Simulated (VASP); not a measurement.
A run of VASP 6.6.1:

Contents of INCAR:

```
SYSTEM = BeSe
PREC = Accurate
ENCUT = 600
EDIFF = 1E-7
ISMEAR = 0
SIGMA = 0.03
LREAL = .False.
LASPH = .True.
NELM = 80
ALGO = Normal
ISIF = 2
LWAVE = .False.
LCHARG = .False.
GGA = PE
IVDW = 12
IBRION = 2
NSW = 40
EDIFFG = -0.01
```

Contents of KPOINTS:

```
regular mesh
0
Gamma
  10 10 10
  0 0 0
```

POSCAR

```
BeSe                                    
1.0
    0.0000000000      2.5900874468      2.5900874468
    2.5900874468      0.0000000000      2.5900874468
    2.5900874468      2.5900874468      0.0000000000
  Be              Se            
     1     1
Direct
     0.0000000000000000    0.0000000000000000    0.0000000000000000
     0.2500000000000000    0.2500000000000000    0.2500000000000000
```

Potentials or basis: VASP PAW PBE potentials, release 64 (Be, Se).

Run with:

```bash
$ cat potpaw_PBE.64/Be/POTCAR potpaw_PBE.64/Se/POTCAR > POTCAR
$ mpirun -np 1 vasp_std > vasp.out
```

Hardware: 1 thread of AMD EPYC 9R45 96-Core Processor (Zen 5) (shared host).

Problem. Estimate the wall time of this run.

Solution. Run time: 9 s on 1 thread of AMD EPYC 9R45 96-Core Processor (Zen 5), on a shared host, peak memory 0.15 GiB. Counts: scf iterations 13, k points 47, ion steps 1.
